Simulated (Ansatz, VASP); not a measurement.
## One calculation of CdTe, two programs

```
Cd Te
1.0
     0.00000    2.91420    2.91420
     2.91420    0.00000    2.91420
     2.91420    2.91420    0.00000
Cd Te
1 1
Direct
  0.00000 0.00000 0.00000
  0.75000 0.75000 0.75000
```

Alike in both runs: functional PBE; k mesh 8 × 8 × 8; occupations fermi-dirac, width 0.03 eV; no spin polarisation.

Ansatz relaxed the structure, and its values are those at the end. VASP's run is a single point on that final structure, the one shown.

|  | VASP | Ansatz |
| --- | --- | --- |
| version | VASP 6.6.1 | Ansatz 0.2.0 |
| potentials or method | VASP PAW PBE potentials, release 64 (Cd, Te) | PAW with Ansatz's default frozen-core files, scalar-relativistic |
| plane-wave cutoff (eV) | 520 | 420 |
| valence electrons in the cell | 18 | 36 |

|  | VASP | Ansatz | Ansatz less VASP |
| --- | --- | --- | --- |
| gap on the k mesh at the Fermi level (eV) | 1.69 | 1.72 | +0.025 |

The two sets of potentials don't hold the same shells in valence. Ansatz warned: «stress_scf_threshold_loose».

Caveats: spin-orbit coupling is left out, which moves the levels of the heavy elements. A k mesh can miss the band edges. As with any semilocal functional, this PBE gap is likely too small.
